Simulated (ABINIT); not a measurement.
Runs of ABINIT 10.8.3 (patched build) on ZrB2. It takes space group P6/mmm (No. 191, hexagonal). The conventional cell has a = 3.170 Å, b = 3.170 Å, c = 3.533 Å, α = 90.00°, β = 90.00°, γ = 120.00°. Zr (site symmetry 6/mmm) is surrounded by 12 B at 2.54 Å. Around B (site symmetry -6m2) lie 3 B at 1.83 Å. 

```tsv
task	level	potentials or basis	cell	k mesh	cutoff (eV)	stop of the response cycle (tolvrs)	acoustic sum rule (asr)	cell freedom (optcell)	optimiser (ionmov)	cutoff smearing ecutsm (Ha)	gap on the mesh (eV)	pressure (GPa)	relaxed volume (Å³/atom)
phonons	LDA	PseudoDojo NC SR LDA v0.4 stringent	as given	8 × 8 × 6, shifted	925	1e-08	1	-	-	-	-	-8.9	-
single point	PBEsol	PseudoDojo NC SR PBEsol v0.4.1 standard	as given	8 × 8 × 6	925	-	-	-	-	-	none	(a)	-
single point	PBE	PseudoDojo NC SR PBE v0.4.1 standard	as given	8 × 8 × 6	1034	-	-	-	-	-	none	(b)	-
relaxation of cell and atoms	LDA	JTH PAW LDA v2.0	relaxed	8 × 8 × 6	463	-	-	2	2	0.5	none	0.0	9.89
relaxation of cell and atoms	PBEsol	PseudoDojo NC SR PBEsol v0.4.1 standard	relaxed	8 × 8 × 6	1034	-	-	2	2	0.5	none	0.0	10.09
optical spectrum	LDA	PseudoDojo NC SR LDA v0.4 stringent	as given	12 × 12 × 8, shifted	925	-	-	-	-	-	-	-8.9	-
relaxation of cell and atoms	PBE	PseudoDojo NC SR PBE v0.4.1 standard	relaxed	8 × 8 × 6	1034	-	-	2	2	0.5	none	0.0	10.28
single point	LDA	PseudoDojo NC SR LDA v0.4 stringent	as given	8 × 8 × 6	925	-	-	-	-	-	none	-8.9	-
```

Alike in all rows: no spin polarisation; smearing fermi-dirac 0.05 eV.

Fill in the values left out.

(a) -3.9; (b) 0.7.

Caveats: the mesh is coarse for a metal's response (some runs); the cell is more than 3 GPa from zero pressure, which shifts response properties (some runs); the intraband (Drude) term is left out (some runs); spectra need much finer meshes, so this one isn't converged (some runs).

A k mesh can miss the band edges, and the runs leave out spin-orbit coupling on Zr.

A gap of «none» marks a metal or a gap under the smearing width.

Not every run made on this cell is shown here.
